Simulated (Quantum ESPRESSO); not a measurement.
**InAs: equation of state with PBE**

The system is InAs.

```
In As
1.0
     0.00000    2.87730    2.87730
     2.87730    0.00000    2.87730
     2.87730    2.87730    0.00000
In As
1 1
Direct
  0.50000 0.50000 0.50000
  0.00000 0.00000 0.00000
```

Measurements of this composition are mostly on another form, of space group No. 216.

```yaml
Program: Quantum ESPRESSO 7.5
Task: equation of state
Functional: PBE
Potentials_or_basis: SSSP 1.3 efficiency PBE
Cutoff: 748 eV
Density_cutoff: 5987 eV
k_mesh: 8 × 8 × 8
Occupations: fermi-dirac, width 0.05 eV
Spin: no spin polarisation
```

| Property | Result |
| --- | --- |
| Equilibrium volume | 23.83 Å³/atom |
| Bulk modulus | 61 GPa |
| Pressure derivative of the bulk modulus | 4.9 |

Energy against volume, from the lowest point:
| volume (Å³/atom) | energy (meV/atom) |
| --- | --- |
| 22.392 | 18.70 |
| 22.868 | 8.02 |
| 23.344 | 1.97 |
| 23.821 | 0.00 |
| 24.297 | 1.68 |
| 24.774 | 6.59 |
| 25.250 | 14.37 |

All runs of the series together: 3.2 min on 1 thread of AMD EPYC 7R13 Processor (Zen 3), on a shared host.
